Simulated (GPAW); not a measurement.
Crystal: TiTe.

```
Ti Te
1.0
     0.00000    3.05007    3.05007
     3.05007    0.00000    3.05007
     3.05007    3.05007    0.00000
Ti Te
1 1
Direct
  0.50000 0.50000 0.50000
  0.00000 0.00000 0.00000
```

The cell comes from a database or a generator and needn't be the stable form of this composition.

Base run:

```yaml
Program: GPAW 26.7.0
Functional: r2SCAN
Potentials_or_basis: GPAW PAW data sets (gpaw-data 1.2.1)
Cutoff: 600 eV
Basis: pw
k_mesh: 8 × 8 × 8
Occupations: fermi-dirac, width 0.05 eV
Spin: no spin polarisation
Hubbard_terms: Ti d U = 5 eV
```

Its results: band gap on the k mesh none (metal or under the smearing width); pressure -9.9 GPa.

Problem. After a change of settings the same cell gave: band gap on the k mesh none (metal or under the smearing width); pressure -9.1 GPa. Which change was it?
A. hubbard terms from Ti d U = 5 eV to Ti d U = 4 eV
B. hubbard terms from Ti d U = 5 eV to none
C. hubbard terms from Ti d U = 5 eV to Ti d U = 8 eV

Solution. C.

Caveats: the PAW data sets were made with another functional, which shifts forces and pressure a little; U without spin polarisation on a metal has little footing; the U is typed as a test and isn't derived for this compound.
